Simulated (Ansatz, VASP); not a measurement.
# One calculation of Pb, two programs

File INCAR:

```
PREC = Accurate ; ENCUT = 520
EDIFF = 1E-6 ; ISMEAR = 0
SIGMA = 0.15 ; LREAL = F
LASPH = T ; NELM = 100
ALGO = Normal ; ISIF = 2
LWAVE = F ; LCHARG = T
LELF = T ; LVHAR = T
NBANDS = 13
```

Contents of KPOINTS:

```
Automatic mesh
0
Gamma
  9 9 9
```

The input POSCAR:

```
Pb
1.0
    0.0000000000      2.4750200000      2.4750200000
    2.4750200000      0.0000000000      2.4750200000
    2.4750200000      2.4750200000      0.0000000000
Pb
1
Direct
    0.0000000000      0.0000000000      0.0000000000
```

input.yaml

```yaml
crystal:
  lattice:
    - [0.0, 2.47502, 2.47502]
    - [2.47502, 0.0, 2.47502]
    - [2.47502, 2.47502, 0.0]
  atoms:
    - { symbol: Pb, position: [0.0, 0.0, 0.0] }
kpoints:
  mp_grid: { grid: [9, 9, 9] }
scf:
  occupations: { method: gaussian, width: 0.15 }
hamiltonian:
  xc: lda
  pseudopotentials: { kind: all_electron, lapw: { basis_error: 0.001 } }
output:
  forces: true
  stress: true
  eigenvalues: true
```

Alike in both runs: task single point; functional LDA; k mesh 9 × 9 × 9; occupations gaussian, width 0.15 eV; no spin polarisation.

```csv
,VASP,Ansatz
version,VASP 6.6.1,Ansatz 0.2.0
potentials or method,"VASP PAW LDA potentials, release 64 (Pb_d)","all-electron LAPW, scalar-relativistic"
plane-wave cutoff (eV),520,see its input
```

Ansatz gave:

```
gap on the k mesh at the Fermi level (eV) : none
pressure (GPa)                            : -2.2
```

Problem. Which values does VASP return?

Solution. gap on the k mesh at the Fermi level (eV): none; pressure (GPa): -2.1.

A gap of «none» marks a metal or a gap that the smearing closes. Ansatz ran all-electron here, so the differences hold the error of VASP's frozen core and of both bases.

Spin-orbit coupling is left out, which matters for the levels of Pb.
